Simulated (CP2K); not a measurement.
The system is HfO2.

```
CELL_PARAMETERS angstrom
3.61685 0.00000 0.00000
1.80843 3.13229 0.00000
1.80843 1.04410 2.95315
ATOMIC_POSITIONS crystal
Hf 0.00000 0.00000 0.00000
O 0.75000 0.75000 0.75000
O 0.25000 0.25000 0.25000
```

Measurements of this composition are mostly on another form, of space group No. 14.

Base run:

* Program: CP2K 2026.2
* Functional: PBEsol
* Potentials or basis: POTENTIAL_UZH Hf GTH-PBE-q12, O GTH-PBE-q6; TZVP-MOLOPT-PBE-GTH basis
* Density cutoff: 11565 eV
* k mesh: 9 × 9 × 9
* Occupations: fermi-dirac, width 0.05 eV
* Spin: no spin polarisation

Its results: band gap on the k mesh 3.87 eV, indirect (least direct gap 3.99 eV); pressure -13.9 GPa.

The run is repeated on the same cell with these changes: functional from PBEsol to PW91. What comes out?

Band gap on the k mesh 3.99 eV, indirect (least direct gap 4.10 eV); pressure -8.3 GPa.

PW91 binds less tightly than PBEsol, so the same cell stands under more pressure.

Caveats: the potentials were made for another functional, which shifts forces and pressure; spin-orbit coupling is left out, which moves the levels of the heavy elements; the mesh misses the band edges, which the band path finds closer together; the basis of atomic orbitals isn't converged, which shifts pressures, moduli and gaps.
